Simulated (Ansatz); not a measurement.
**Structure search for TaSi2**

All numbers below come from DFT PBE, scalar-relativistic, plane waves, PAW (Ansatz). All cells share a 420 eV cutoff and Γ-centred k meshes spaced at most about 0.3 Å⁻¹ (about 0.25 or finer for metals, 2π included). No spin polarisation.

Energies over the elements count from the elements' standard structures at the same level, with no fitted energy shifts.

All energies are static (0 K, no zero-point motion). Only the structures computed here compete, so a lower one can exist. The k mesh leaves some 4 meV/atom of noise in the energy of each metallic cell. Spin–orbit coupling, which can matter for Ta, is left out.

Invented guesses and database cells were relaxed alike, and ends that match in structure were merged. ΔE counts from the first row. Coordination counts Si atoms around Ta (those within 1.25 times the shortest such distance or 1.15 times the sum of covalent radii, 1.27 where that leaves under three; a plus sign parts nearer from farther groups). The ends were matched against large subsets of the Crystallography Open Database and the Materials Project, so a missing match doesn't prove that a structure is unreported.

| # | reached from | type and space group | atoms | Å³/atom | coordination | ΔE (meV/atom) | gap on mesh (eV) | in databases | checks |
| --- | --- | --- | --- | --- | --- | --- | --- | --- | --- |
| 1 | a cell as deposited in COD | P6_422 (No. 181) | 9 | 14.7 | Ta 10 | 0 | 0.00 | COD | no imaginary mode at Γ (other wave vectors untested) |
| 2 | a cell proposed by chemical analogy | Fddd (No. 70) | 6 | 14.8 | Ta 8+2 | 31 | 0.00 | no match | - |
| 3 | a cell proposed by chemical analogy | MoSi2 (C11b), I4/mmm (No. 139) | 3 | 14.8 | Ta 10 | 71 | 0.00 | no match | - |
| 4 | random cell | R-3m (No. 166) | 3 | 16.3 | Ta 8 | 319 | 0.00 | no match | - |
| 5 | a relaxed cell, shaken at random and relaxed again | Amm2 (No. 38) | 3 | 16.5 | Ta 6 | 437 | 0.00 | no match | - |
| 6 | a relaxed cell, shaken at random and relaxed again | C2/m (No. 12) | 3 | 15.6 | Ta 6 | 456 | 0.00 | no match | - |
| 7 | random cell | P-6m2 (No. 187) | 3 | 16.4 | Ta 6 | 459 | 0.00 | no match | - |
| 8 | MnI2 type (P-3m1) | cadmium iodide, P-3m1 (No. 164) | 3 | 15.5 | Ta 6 | 459 | 0.00 | no match | - |
| 9 | random cell | P6/mmm (No. 191) | 3 | 14.9 | Ta 12 | 499 | 0.00 | no match | - |
| 10 | cubic Laves (C15) type (Fd-3m) | cubic Laves (C15), Fd-3m (No. 227) | 6 | 14.0 | Ta 12 | 599 | 0.00 | no match | - |
| 11 | Gd2In type (P6_3/mmc) | Ni2In, P6_3/mmc (No. 194) | 6 | 15.4 | Ta 5+6 | 607 | 0.00 | no match | - |
| 12 | ThSi2 type (I4_1/amd) | I4_1/amd (No. 141) | 6 | 16.3 | Ta 8 | 676 | 0.00 | no match | - |
| 13 | random cell | R-3m (No. 166) | 3 | 17.6 | Ta 8 | 841 | 0.00 | no match | - |
| 14 | Rb2Te type (Fm-3m) | fluorite, Fm-3m (No. 225) | 3 | 18.5 | Ta 8 | 908 | 0.00 | no match | - |
| 15 | random cell | F-43m (No. 216) | 3 | 17.2 | Ta 4+6 | 944 | 0.00 | no match | - |
| 16 | random cell | P4/mmm (No. 123) | 3 | 18.3 | Ta 2+8 | 1394 | 0.00 | no match | - |
| 17 | cuprite type (Pn-3m) | anti-cuprite, Pn-3m (No. 224) | 6 | 30.0 | Ta 4 | 1895 | 0.00 | no match | - |

The lowest: Space group P6_422 (No. 181), hexagonal, a = 4.806 Å, c = 6.597 Å. Ta has 10 Si at 2.62–2.84 Å and 4 Ta at 3.26 Å; around Si lie 3 Si at 2.57–2.64 Å, 5 Ta at 2.62–2.84 Å, 2 Si at 2.84 Å, 2 Si at 3.18 Å and 2 Si at 3.34 Å. Its energy over the elements is −0.48 eV/atom. It is a structure that the Crystallography Open Database (COD) lists.

```cif
data_structure
_symmetry_space_group_name_H-M 'P6_422'
_symmetry_Int_Tables_number 181
_cell_length_a 4.8062
_cell_length_b 4.8062
_cell_length_c 6.5969
_cell_angle_alpha 90.000
_cell_angle_beta 90.000
_cell_angle_gamma 120.000
_cell_volume 131.97
loop_
_atom_site_label
_atom_site_type_symbol
_atom_site_symmetry_multiplicity
_atom_site_Wyckoff_symbol
_atom_site_fract_x
_atom_site_fract_y
_atom_site_fract_z
_atom_site_occupancy
Ta1 Ta 3 c 0.50000 0.00000 0.00000 1
Si1 Si 6 i 0.15887 0.31773 0.00000 1
```

The second: Space group Fddd (No. 70), orthorhombic, a = 4.799 Å, b = 8.537 Å, c = 8.661 Å. Around Ta lie 8 Si at 2.62–2.72 Å, 2 Si at 2.98 Å and 4 Ta at 3.27 Å; around Si lie 3 Si at 2.51–2.57 Å, 4 Ta at 2.62–2.72 Å, 2 Si at 2.94 Å, 1 Ta at 2.98 Å and 4 Si at 3.27 Å. Counting Si atoms around Ta, the first has Ta 10 and the second has Ta 8+2. The second holds Si–Si bonds in all directions (shortest 2.51 Å); in the first the shortest Si–Si distance is 2.57 Å, near bonding range too. Shaken at random and relaxed again, row 7 falls into row 5, 22 meV/atom lower, so it is a saddle point or a shallow minimum. Cells without such a test can be saddle points. Some types were kept out of the candidates beforehand, so the set may lack a known form.
